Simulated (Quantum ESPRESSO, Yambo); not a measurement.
An input for Quantum ESPRESSO 7.5 (TePb (Fm-3m)):

```
&control
  calculation = 'scf'
  prefix = 'x'
  outdir = 'o'
  pseudo_dir = 'pseudo'
/
&system
  ibrav = 0
  nat = 2
  ntyp = 2
  ecutwfc = 88.0
  nbnd = 28
  force_symmorphic = .true.
/
&electrons
  conv_thr = 1e-10
  electron_maxstep = 80
  mixing_beta = 0.5
/
ATOMIC_SPECIES
  Te 127.6 Te.upf
  Pb 207.2 Pb.upf
CELL_PARAMETERS angstrom
  -0.0000000000 3.2310000000 3.2310000000
  3.2310000000 0.0000000000 3.2310000000
  3.2310000000 3.2310000000 0.0000000000
ATOMIC_POSITIONS crystal
  Te 0.5000000000 0.5000000000 0.5000000000
  Pb 0.0000000000 0.0000000000 0.0000000000
K_POINTS automatic
  6 6 6 0 0 0
```

```sh
OMP_NUM_THREADS=1 mpirun -n 4 pw.x -nk 4 -in pw.in > pw.out
```

Question: Estimate wall time and host memory on 4 MPI ranks of Arm Neoverse V1, shared host.

It took 18 s; on shared hardware allow 9 s to 36 s. Peak host memory was 0.38 GiB.

[Paths, hosts, dates, memory and timing lines, banners, echoed tables and standing remarks are left out of the program output.]

[Logs are printed without paths, hosts, clocks, repeated set-up lines and the standing remarks that a program may print on its own settings, such as how far it seeks lower states.]

[Runs of the session that timed out or met a known fault of the program may be left out.]

[Hosts, paths, dates, database ids (printed as entryN), source tags and the programs' standing remarks are cut or masked in the printed files.]
